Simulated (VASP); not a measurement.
# CdF2 (Fm-3m) in VASP: further runs

One crystal, CdF2, is run at these levels: PBEsol; tasks: single point, relaxation of cell and atoms.

Program: VASP 6.6.1. These are calculated values, not measurements. Logs are shortened: lines on timing, memory, paths and dates and some standing lists are left out, and cuts for length are marked.

## (1) The crystal as given

The structure is cubic, space group Fm-3m (No. 225). The conventional cell has a = 5.444 Å, b = 5.444 Å, c = 5.444 Å, α = 90.00°, β = 90.00°, γ = 90.00°. Around Cd (site symmetry m-3m) lie 8 F at 2.36 Å. F (site symmetry -43m) has 4 Cd at 2.36 Å as nearest neighbours.

## (2) Single point, PBEsol (relaxed again under DFT PBEsol, scalar-relativistic, plane waves, PAW)

Contents of INCAR:

```
PREC = Accurate ; ENCUT = 520
EDIFF = 1E-7 ; ISMEAR = 0
SIGMA = 0.02 ; LREAL = F
LASPH = T ; NELM = 80
ALGO = Normal ; ISIF = 2
LWAVE = F ; LCHARG = F
GGA = PS ; NBANDS = 20
```

Contents of KPOINTS:

```
regular mesh
0
Gamma
  8 8 8
```

Contents of POSCAR:

```
CdF2
1.0
    0.0000000000      2.6920570382      2.6920570382
    2.6920570382      0.0000000000      2.6920570382
    2.6920570382      2.6920570382      0.0000000000
Cd F
1 2
Direct
    0.0000000000      0.0000000000      0.0000000000
    0.2500000000      0.2500000000      0.2500000000
    0.7500000000      0.7500000000      0.7500000000
```

Potentials or basis: VASP PAW PBE potentials, release 64 (Cd, F).

Started as:

```bash
> cat potpaw_PBE.64/Cd/POTCAR potpaw_PBE.64/F/POTCAR > POTCAR
> mpirun -np 1 vasp_std > vasp.out
```

OUTCAR:

```text
PREC = Accurate
   ENCUT = 520
   EDIFF = 1E-7
   ISMEAR = 0
   LREAL = F
   LASPH = T
   NELM = 80
   ISIF = 2
   GGA = PS

 ion  position               nearest neighbor table
   1  0.000  0.000  0.000-   2 2.33   3 2.33   3 2.33   3 2.33   3 2.33   2 2.33   2 2.33   2 2.33

   2  0.250  0.250  0.250-   1 2.33   1 2.33   1 2.33   1 2.33
   3  0.750  0.750  0.750-   1 2.33   1 2.33   1 2.33   1 2.33

  LATTYP: Found a face centered cubic cell.
 ALAT       =     5.3841140764

  Lattice vectors:

 A1 = (   0.0000000000,   2.6920570382,   2.6920570382)
 A2 = (   2.6920570382,   0.0000000000,   2.6920570382)
 A3 = (   2.6920570382,   2.6920570382,   0.0000000000)

Analysis of symmetry for initial positions (statically):
=====================================================================
 Subroutine PRICEL returns:
 Original cell was already a primitive cell.

 Routine SETGRP: Setting up the symmetry group for a
 face centered cubic supercell.

 Subroutine GETGRP returns: Found 48 space group operations
 (whereof 48 operations were pure point group operations)
 out of a pool of 48 trial point group operations.

The static configuration has the point symmetry O_h .

Analysis of symmetry for dynamics (positions and initial velocities):
=====================================================================
 Subroutine PRICEL returns:
 Original cell was already a primitive cell.

 Routine SETGRP: Setting up the symmetry group for a
 face centered cubic supercell.

 Subroutine GETGRP returns: Found 48 space group operations
 (whereof 48 operations were pure point group operations)
 out of a pool of 48 trial point group operations.

The dynamic configuration has the point symmetry O_h .

 Subroutine INISYM returns: Found 48 space group operations
 (whereof 48 operations are pure point group operations),
 and found     1 'primitive' translations

----------------------------------------------------------------------------------------

                                     Primitive cell

  volume of cell :      39.0196

  direct lattice vectors                    reciprocal lattice vectors
     0.000000000  2.692057038  2.692057038    -0.185731577  0.185731577  0.185731577
     2.692057038  0.000000000  2.692057038     0.185731577 -0.185731577  0.185731577
     2.692057038  2.692057038  0.000000000     0.185731577  0.185731577 -0.185731577

  length of vectors
     3.807143574  3.807143574  3.807143574     0.321696529  0.321696529  0.321696529

  position of ions in fractional coordinates (direct lattice)
     0.000000000  0.000000000  0.000000000
     0.250000000  0.250000000  0.250000000
     0.750000000  0.750000000  0.750000000

  ion indices of the primitive-cell ions
   primitive index   ion index
                 1           1
                 2           2
                 3           3

----------------------------------------------------------------------------------------

 KPOINTS: regular mesh

Automatic generation of k-mesh.
 Grid dimensions read from file:
 generate k-points for:    8    8    8

 Generating k-lattice:

  Cartesian coordinates                     Fractional coordinates (reciprocal lattice)
    -0.023216447  0.023216447  0.023216447     0.125000000  0.000000000  0.000000000
     0.023216447 -0.023216447  0.023216447     0.000000000  0.125000000  0.000000000
     0.023216447  0.023216447 -0.023216447     0.000000000  0.000000000  0.125000000

  Length of vectors
     0.040212066  0.040212066  0.040212066

  Shift w.r.t. Gamma in fractional coordinates (k-lattice)
     0.000000000  0.000000000  0.000000000

 Subroutine IBZKPT returns following result:
 ===========================================

 Found     29 irreducible k-points:

 Following reciprocal coordinates:
            Coordinates               Weight
  0.000000  0.000000  0.000000      1.000000
  0.125000  0.000000  0.000000      8.000000
  0.250000  0.000000  0.000000      8.000000
  0.375000  0.000000  0.000000      8.000000
  0.500000  0.000000  0.000000      4.000000
  0.125000  0.125000  0.000000      6.000000
[... 16 lines left out ...]
  0.500000  0.250000  0.125000     48.000000
 -0.375000  0.250000  0.125000     24.000000
 [... further k-points ...]
   k-points           NKPTS =     29   k-points in BZ     NKDIM =     29   number of bands    NBANDS=     20
   number of dos      NEDOS =    301   number of ions     NIONS =      3
   total plane-waves  NPLWV =  21952
   dimension x,y,z NGX =    28 NGY =   28 NGZ =   28
   dimension x,y,z NGXF=    56 NGYF=   56 NGZF=   56
   ions per type =               1   2
   NGX,Y,Z   is equivalent  to a cutoff of  12.23, 12.23, 12.23 a.u.
   NGXF,Y,Z  is equivalent  to a cutoff of  24.45, 24.45, 24.45 a.u.
 SYSTEM =  unknown system
   PREC   = accura    normal or accurate (medium, high low for compatibility)
   ISTART =      0    job   : 0-new  1-cont  2-samecut
   ICHARG =      2    charge: 1-file 2-atom 10-const
   ISPIN  =      1    spin polarized calculation?
   LNONCOLLINEAR =      F non collinear calculations
   LSORBIT =      F    spin-orbit coupling
   LASPH  =      T    aspherical Exc in radial PAW
   ENCUT  =  520.0 eV  38.22 Ry    6.18 a.u.   7.08  7.08  7.08*2*pi/ulx,y,z
   NELM   =     80;   NELMIN=  2; NELMDL= -5     # of ELM steps
   EDIFF  = 0.1E-06   stopping-criterion for ELM
   LREAL  =      F    real-space projection
   EDIFFG = 0.1E-05   stopping-criterion for IOM
   NSW    =      0    number of steps for IOM
   IBRION =     -1    ionic relax: 0-MD 1-quasi-New 2-CG
   NFREE  =      0    steps in history (QN), initial steepest desc. (CG)
   ISIF   =      2    stress and relaxation
   ISYM   =      2    0-nonsym 1-usesym 2-fastsym
   POTIM  = 0.5000    time-step for ionic-motion
   TEBEG  =    0.0;   TEEND  =   0.0 temperature during run
   PSTRESS=    0.0 pullay stress
   NELECT =      26.0000    total number of electrons
   NUPDOWN=      -1.0000    fix difference up-down
   EMIN   =  10.00;   EMAX   =-10.00  energy-range for DOS
   EFERMI =   0.00;   METHOD = LEGACY
   ISMEAR =     0;   SIGMA  =   0.02  broadening in eV -4-tet -1-fermi 0-gaus
   EFERMI_NEDOS =   21; number of points for ismear=-14 and -15
   IALGO  =     38    algorithm
   IMIX   =      4    mixing-type and parameters
     AMIX     =   0.40;   BMIX     =  1.00
     AMIX_MAG =   1.60;   BMIX_MAG =  1.00
  volume/ion in A,a.u.               =      13.01        87.77
  Fermi-wavevector in a.u.,A,eV,Ry     =   1.429898  2.702115 27.818580  2.044608
  Thomas-Fermi vector in A             =   2.549802
   LORBIT       =      0    0 simple, 1 ext, 2 COOP (PROOUT), +10 PAW based schemes
   GGA     = PS    functional components
   LHFCALC =     F    Hartree Fock is set to
   AEXX    =    0.0000 exact exchange contribution
   IVDW    =     0    specifies the selected vdW correction
   LEPSILON=     F    determine dielectric tensor
   LRPA    =     F    only Hartree local field effects (RPA)
 non-spin polarized calculation
 Gauss-broadening in eV      SIGMA  =   0.02
  energy-cutoff  :      520.00
  volume of cell :       39.02
 maximum number of plane-waves:      1067
   NGX = 15   NGY = 15   NGZ = 15

 number of electron      25.9999991 magnetization

 Free energy of the ion-electron system (eV)
  ---------------------------------------------------
  ext. energy  EPLUGINS =         0.00000000
  ---------------------------------------------------
  free energy    TOTEN  =       -11.59252051 eV

  energy without entropy =      -11.59252051  energy(sigma->0) =      -11.59252051

 E-fermi :  -1.3389     XC(G=0): -10.7202

 val. band max:       -1.4272966304   @ k =  -0.2500   0.5000   0.2500
 cond. band min:       1.4833989235   @ k =   0.0000   0.0000   0.0000
 fundamental gap:      2.9106955539
 Fermi energy:        -1.3389404398

 k-point     1 :       0.0000    0.0000    0.0000
  band No.  band energies     occupation
      1     -22.1565      2.00000
      2     -21.0146      2.00000
      3      -7.0624      2.00000
      4      -7.0624      2.00000
      5      -7.0624      2.00000
      6      -5.8009      2.00000
[... 12 lines left out ...]
     19      18.2601      0.00000
     20      18.2601      0.00000

 k-point     2 :       0.1250    0.0000    0.0000
  band No.  band energies     occupation
      1     -22.1049      2.00000
      2     -21.0597      2.00000
      3      -7.0017      2.00000
      4      -7.0017      2.00000
      5      -6.8925      2.00000
      6      -5.8199      2.00000
[... 12 lines left out ...]
     19      17.8673      0.00000
     20      17.8673      0.00000

 k-point     3 :       0.2500    0.0000    0.0000
  band No.  band energies     occupation
      1     -21.9660      2.00000
      2     -21.1841      2.00000
      3      -6.8614      2.00000
      4      -6.8614      2.00000
      5      -6.4351      2.00000
      6      -5.8361      2.00000
[... 12 lines left out ...]
     19      17.2100      0.00000
     20      17.9367      0.00000

 k-point     4 :       0.3750    0.0000    0.0000
  band No.  band energies     occupation
      1     -21.7741      2.00000
      2     -21.3573      2.00000
      3      -6.7451      2.00000
      4      -6.7451      2.00000
      5      -5.8571      2.00000
      6      -5.7828      2.00000
[... 12 lines left out ...]
     19      16.7404      0.00000
     20      17.4674      0.00000

 k-point     5 :       0.5000    0.0000    0.0000
  band No.  band energies     occupation
      1     -21.6003      2.00000
      2     -21.5227      2.00000
      3      -6.7097      2.00000
      4      -6.7097      2.00000
      5      -5.7283      2.00000
      6      -5.7283      2.00000
[... 12 lines left out ...]
     19      16.5731      0.00000
     20      17.1165      0.00000
[... 353 lines left out ...]
      6      -5.6802      2.00000
[... 12 lines left out ...]
     19      17.8589      0.00000
     20      19.7744      0.00000

 k-point    22 :       0.3750    0.2500    0.1250
  band No.  band energies     occupation
      1     -21.8685      2.00000
      2     -21.2616      2.00000
      3      -6.7223      2.00000
      4      -6.6758      2.00000
      5      -6.1541      2.00000
      6      -6.0894      2.00000
[... 12 lines left out ...]
     19      17.8467      0.00000
     20      20.2470      0.00000

 k-point    23 :       0.5000    0.2500    0.1250
  band No.  band energies     occupation
      1     -21.7140      2.00000
      2     -21.3950      2.00000
      3      -6.6303      2.00000
      4      -6.5188      2.00000
      5      -6.0554      2.00000
      6      -5.8030      2.00000
[... 12 lines left out ...]
     19      17.3102      0.00000
     20      20.2744      0.00000

 k-point    24 :      -0.3750    0.2500    0.1250
  band No.  band energies     occupation
      1     -21.5694      2.00000
      2     -21.5305      2.00000
      3      -6.5999      2.00000
      4      -6.4785      2.00000
      5      -5.8703      2.00000
      6      -5.8420      2.00000
[... 12 lines left out ...]
     19      17.1013      0.00000
     20      20.6560      0.00000

 [... further k-points ...]

------------------------ aborting loop because EDIFF is reached ----------------------------------------

  FORCE on cell =-STRESS in cart. coord.  units (eV):
  Direction    XX          YY          ZZ          XY          YZ          ZX
  --------------------------------------------------------------------------------------
  -------------------------------------------------------------------------------------
  Total        0.1892156      0.1892156      0.1892156     -0.0000000      0.0000000      0.0000000
  in kB        7.7693519      7.7693519      7.7693519     -0.0000000      0.0000000      0.0000000
  external PRESSURE =       7.7693519 kB  Pullay stress =       0.0000000 kB

 VOLUME and BASIS-vectors are now :
 -----------------------------------------------------------------------------
  energy-cutoff  :      520.00
  volume of cell :       39.02
      direct lattice vectors                 reciprocal lattice vectors
     0.000000000  2.692057038  2.692057038    -0.185731577  0.185731577  0.185731577
     2.692057038  0.000000000  2.692057038     0.185731577 -0.185731577  0.185731577
     2.692057038  2.692057038  0.000000000     0.185731577  0.185731577 -0.185731577

 POSITION                                       TOTAL-FORCE (eV/Angst)
 -----------------------------------------------------------------------------------
      0.00000      0.00000      0.00000         0.000000      0.000000      0.000000
      1.34603      1.34603      1.34603        -0.000000     -0.000000     -0.000000
      4.03809      4.03809      4.03809         0.000000      0.000000      0.000000
 -----------------------------------------------------------------------------------
    total drift:                                0.000000      0.000000      0.000000

  FREE ENERGIE OF THE ION-ELECTRON SYSTEM (eV)
  ---------------------------------------------------
  free  energy   TOTEN  =       -11.5925205117 eV

  energy  without entropy=      -11.5925205117  energy(sigma->0) =      -11.59252051
```

Wall time 9.8 s (1 thread of Intel Xeon 6975P-C (Granite Rapids), shared host); peak memory 0.16 GiB.

Results:

```
Free energy            : -11.5925 eV
Pressure               : 0.8 GPa
Band gap on the k mesh : 2.91 eV, indirect (least direct gap 3.40 eV)
```

Levels at points of the mesh, in eV from the valence-band top:
```
           k point  band 9  band 10  band 11  band 12  band 13  band 14  band 15  band 16  band 17  band 18
(0.00, 0.00, 0.00)   -1.00    -1.00    -0.49    -0.49    -0.49     2.91    12.51    12.51    12.51    17.41
(0.50, 0.00, 0.00)   -2.34    -1.89    -1.89    -0.39    -0.39     7.07     8.98    14.33    14.33    18.00
(0.50, 0.50, 0.00)   -3.03    -3.03    -0.51    -0.09    -0.09     7.90     9.48    11.69    14.13    14.13
```

Caveat: the PAW data sets were made with another functional, which shifts forces and pressure a little. A k mesh can miss the band edges.

## (3) Relaxation of cell and atoms, PBEsol

Contents of INCAR:

```
SYSTEM = CdF2
PREC = Accurate ; ENCUT = 600
EDIFF = 1E-6 ; ISMEAR = 0
SIGMA = 0.02 ; LREAL = .FALSE.
LASPH = .TRUE. ; NELM = 80
ALGO = Normal ; ISIF = 3
LWAVE = .FALSE. ; LCHARG = .FALSE.
GGA = PS ; IBRION = 2
NSW = 70 ; EDIFFG = -0.005
```

Contents of KPOINTS:

```
Automatic mesh
0
G
  8 8 8
  0 0 0
```

Contents of POSCAR:

```
CdF2
1.0
    0.0000000000      2.7222408727      2.7222408727
    2.7222408727      0.0000000000      2.7222408727
    2.7222408727      2.7222408727      0.0000000000
Cd F
1 2
Direct
    0.0000000000      0.0000000000      0.0000000000
    0.2500000000      0.2500000000      0.2500000000
    0.7500000000      0.7500000000      0.7500000000
```

Potentials or basis: VASP PAW PBE potentials, release 64 (Cd, F).

Started as:

```bash
> cat potpaw_PBE.64/Cd/POTCAR potpaw_PBE.64/F/POTCAR > POTCAR
> mpirun -np 1 vasp_std > vasp.out
```

OUTCAR:

```text
SYSTEM = CdF2
   PREC = Accurate
   ENCUT = 600
   EDIFF = 1E-6
   ISMEAR = 0
   LREAL = .FALSE.
   LASPH = .TRUE.
   NELM = 80
   ISIF = 3
   GGA = PS
   IBRION = 2
   NSW = 70
   EDIFFG = -0.005

 ion  position               nearest neighbor table
   1  0.000  0.000  0.000-   3 2.36   3 2.36   3 2.36   2 2.36   2 2.36   2 2.36   3 2.36   2 2.36

   2  0.250  0.250  0.250-   1 2.36   1 2.36   1 2.36   1 2.36
   3  0.750  0.750  0.750-   1 2.36   1 2.36   1 2.36   1 2.36

  LATTYP: Found a face centered cubic cell.
 ALAT       =     5.4444817454

  Lattice vectors:

 A1 = (   0.0000000000,   2.7222408727,   2.7222408727)
 A2 = (   2.7222408727,   0.0000000000,   2.7222408727)
 A3 = (   2.7222408727,   2.7222408727,   0.0000000000)

Analysis of symmetry for initial positions (statically):
[... 261 lines left out ...]

 E-fermi :  -1.3869     XC(G=0): -10.6911

 val. band max:       -1.4689521935   @ k =  -0.2500   0.5000   0.2500
 cond. band min:       1.4261039056   @ k =   0.0000   0.0000   0.0000
 fundamental gap:      2.8950560991
 Fermi energy:        -1.3868879552

 k-point     1 :       0.0000    0.0000    0.0000
  band No.  band energies     occupation
      1     -22.1690      2.00000
      2     -21.0412      2.00000
      3      -7.0863      2.00000
      4      -7.0863      2.00000
      5      -7.0863      2.00000
      6      -5.8471      2.00000
[... 457 lines left out ...]
      4      -6.5110      2.00000
      5      -5.9121      2.00000
      6      -5.8862      2.00000
[... 9 lines left out ...]
     16      11.2775      0.00000
     17      12.2640      0.00000

 [... further k-points ...]

------------------------ aborting loop because EDIFF is reached ----------------------------------------

  FORCE on cell =-STRESS in cart. coord.  units (eV):
  Direction    XX          YY          ZZ          XY          YZ          ZX
  --------------------------------------------------------------------------------------
  -------------------------------------------------------------------------------------
  Total       -0.0007696     -0.0007696     -0.0007696      0.0000000      0.0000000      0.0000000
  in kB       -0.0314399     -0.0314399     -0.0314399      0.0000000      0.0000000      0.0000000
  external PRESSURE =      -0.0314399 kB  Pullay stress =       0.0000000 kB
[... 18 lines left out ...]
  FREE ENERGIE OF THE ION-ELECTRON SYSTEM (eV)
  ---------------------------------------------------
  free  energy   TOTEN  =       -11.6007982814 eV

  energy  without entropy=      -11.6007982814  energy(sigma->0) =      -11.60079828

 reached required accuracy - stopping structural energy minimisation
```

OSZICAR:

```text
N       E                     dE             d eps       ncg     rms          rms(c)
DAV:   1     0.210944760493E+03    0.21094E+03   -0.16965E+04  1018   0.172E+03
DAV:   2    -0.387161619817E+01   -0.21482E+03   -0.20857E+03  1126   0.394E+02
DAV:   3    -0.130127209908E+02   -0.91411E+01   -0.91208E+01  1047   0.920E+01
[... 25 lines left out ...]
DAV:   3    -0.116009343936E+02    0.74013E-03   -0.18143E-03   988   0.853E-01    0.189E-01
DAV:   4    -0.116008298818E+02    0.10451E-03   -0.27325E-04   997   0.213E-01    0.128E-01
DAV:   5    -0.116008014226E+02    0.28459E-04   -0.62592E-05  1026   0.104E-01    0.154E-02
DAV:   6    -0.116007982742E+02    0.31484E-05   -0.12809E-05  1186   0.733E-02    0.291E-03
DAV:   7    -0.116007982814E+02   -0.71373E-08   -0.13792E-06   745   0.129E-02
   3 F= -.11600798E+02 E0= -.11600798E+02  d E =-.103567E-01
```

CONTCAR:

```text
CdF2
   1.00000000000000
     0.0000000000000000    2.6966631220374673    2.6966631220374673
     2.6966631220374673    0.0000000000000000    2.6966631220374673
     2.6966631220374673    2.6966631220374673    0.0000000000000000
  Cd              F
     1     2
Direct
     0.0000000000000000    0.0000000000000000    0.0000000000000000
     0.2500000000000000    0.2500000000000000    0.2500000000000000
     0.7500000000000000    0.7500000000000000    0.7500000000000000

  0.00000000E+00  0.00000000E+00  0.00000000E+00
  0.00000000E+00  0.00000000E+00  0.00000000E+00
  0.00000000E+00  0.00000000E+00  0.00000000E+00
```

It took 20 s on 1 thread of Intel Xeon 6975P-C (Granite Rapids), shared host; peak memory 0.19 GiB.

What came out:

| Quantity | Value |
| --- | --- |
| Free energy | -11.6008 eV |
| Relaxed volume | 13.07 Å³/atom |
| Relaxed cell | a = 3.814 Å, b = 3.814 Å, c = 3.814 Å, α = 60.00°, β = 60.00°, γ = 60.00° |
| Space group after relaxing (to 0.05 Å) | Fm-3m (No. 225) |
| Energy gained by relaxing | 3.5 meV/atom |
| Ionic steps | 3 |
| Pressure after relaxing | 0.0 GPa |
| Band gap on the k mesh | 2.90 eV, indirect (least direct gap 3.39 eV) |

Step by step:
```csv
step,energy change (eV),largest force (eV/Å),pressure (GPa),volume (Å³)
1,0.0000,0.0000,-2.84,40.35
2,-0.0098,0.0000,0.72,38.97
3,-0.0104,0.0000,0.00,39.22
```

Final structure:
```xyz
3
Lattice="0.0000 2.6967 2.6967 2.6967 0.0000 2.6967 2.6967 2.6967 0.0000" Properties=species:S:1:pos:R:3 pbc="T T T"
Cd    0.0000    0.0000    0.0000
F     1.3483    1.3483    1.3483
F     4.0450    4.0450    4.0450
```

Levels at points of the mesh, in eV from the valence-band top:
| k point | band 11 | band 12 | band 13 | band 14 | band 15 | band 16 |
| --- | --- | --- | --- | --- | --- | --- |
| (0.00, 0.00, 0.00) | -0.49 | -0.49 | -0.49 | 2.90 | 12.49 | 12.49 |
| (0.50, 0.00, 0.00) | -1.87 | -0.39 | -0.39 | 7.04 | 8.96 | 14.29 |
| (0.50, 0.50, 0.00) | -0.50 | -0.09 | -0.09 | 7.86 | 9.45 | 11.68 |

Caveat: the PAW data sets were made with another functional, which shifts forces and pressure a little.
